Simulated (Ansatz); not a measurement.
# Rh: the cost of one run

Method: DFT PBE, scalar-relativistic, plane waves, PAW, in Ansatz 0.2.0.

The COD entry's cell or inner coordinates are ideal or old and differ from later refinements, so a difference from it is no clean test against experiment.

3 further runs of the same task are left out: 3 set aside as unsound or not needed. Runs told in other sessions of the task aren't counted.

## (1) The structure to begin with

Symmetry: Fm-3m, No. 225, cubic system. Conventional cell: a = 3.830 Å, b = 3.830 Å, c = 3.830 Å, α = 90.00°, β = 90.00°, γ = 90.00°. Around Rh (site symmetry m-3m) lie 12 Rh at 2.71 Å.

As a file:

```xyz
1
Lattice="0.0000 1.9150 1.9150 1.9150 0.0000 1.9150 1.9150 1.9150 0.0000" Properties=species:S:1:pos:R:3 pbc="T T T"
Rh    0.0000    0.0000    0.0000
```

This cell was relaxed beforehand with the same method: volume 14.05 Å³/atom, gap on the mesh none (metal).

## (2) Building the stripe of 3 rows

A (001) slab of 4 planes in a 6×1 cell, the lower planes held; added atoms sit on lattice sites of the next plane. Energies count from bulk atoms, -6402.8908 eV an atom, and the flat slab, -153655.6286 eV.

The cell holds 27 Rh: a = 16.249 Å, b = 2.708 Å, c = 19.660 Å, α = 90.00°, β = 90.00°, γ = 90.00°.

## (3) The relaxation run

Input file input.yaml:

```yaml
crystal:
  lattice:
    - [16.2492207394, 0.0, 0.0]
    - [0.0, 2.7082034566, 0.0]
    - [0.0, 0.0, 19.6599561159]
  atoms:
    - { symbol: Rh, position: [0.0, 0.0, 0.0762972202] }
    - { symbol: Rh, position: [0.0833333333, 0.5, 0.1737027798] }
    - { symbol: Rh, position: [0.1666666667, 0.0, 0.0762972202] }
    - { symbol: Rh, position: [0.25, 0.5, 0.1737027798] }
    - { symbol: Rh, position: [0.3333333333, 0.0, 0.0762972202] }
    - { symbol: Rh, position: [0.4166666667, 0.5, 0.1737027798] }
    - { symbol: Rh, position: [0.5, 0.0, 0.0762972202] }
    - { symbol: Rh, position: [0.5833333333, 0.5, 0.1737027798] }
    - { symbol: Rh, position: [0.6666666667, 0.0, 0.0762972202] }
    - { symbol: Rh, position: [0.75, 0.5, 0.1737027798] }
    - { symbol: Rh, position: [0.8333333333, 0.0, 0.0762972202] }
    - { symbol: Rh, position: [0.9166666667, 0.5, 0.1737027798] }
    - { symbol: Rh, position: [0.0, 0.0, 0.2711083395] }
    - { symbol: Rh, position: [0.0833333333, 0.5, 0.3685138992] }
    - { symbol: Rh, position: [0.1666666667, 0.0, 0.2711083395] }
    - { symbol: Rh, position: [0.25, 0.5, 0.3685138992] }
    - { symbol: Rh, position: [0.3333333333, 0.0, 0.2711083395] }
    - { symbol: Rh, position: [0.4166666667, 0.5, 0.3685138992] }
    - { symbol: Rh, position: [0.5, 0.0, 0.2711083395] }
    - { symbol: Rh, position: [0.5833333333, 0.5, 0.3685138992] }
    - { symbol: Rh, position: [0.6666666667, 0.0, 0.2711083395] }
    - { symbol: Rh, position: [0.75, 0.5, 0.3685138992] }
    - { symbol: Rh, position: [0.8333333333, 0.0, 0.2711083395] }
    - { symbol: Rh, position: [0.9166666667, 0.5, 0.3685138992] }
    - { symbol: Rh, position: [0.0, 0.0, 0.4659194589] }
    - { symbol: Rh, position: [0.1666666667, 0.0, 0.4659194589] }
    - { symbol: Rh, position: [0.3333333333, 0.0, 0.4659194589] }
basis:
  ecutwfc: 420
kpoints:
  mp_grid: { grid: [2, 12, 1] }
hamiltonian:
  xc: pbe
scf:
  occupations: { method: gaussian, width: 0.1 }
output:
  forces: true
  eigenvalues: true
  populations: true
relax:
  adjacent_minimum: "off"
  f_tol: 0.02
  max_steps: 45
  constraints: [{ sites: [0, 1, 2, 3, 4, 5, 6, 7, 8, 9, 10, 11] }]
efield:
  axis: 3
  dipole_correction: true
  ramp_width: 0.04
```

Launch:

```
> ansatz run input.yaml --threads 4 --pin off --max-ram 11264MiB --backend cpu --events-out ev --progress --plain --runs-dir out
```

**Question.** How long does this run take on 4 threads of Intel Xeon at 2.50GHz (Skylake/Cascade Lake), shared host, and how much memory does it need?

About 17 min, with a peak of 5.4 GiB.
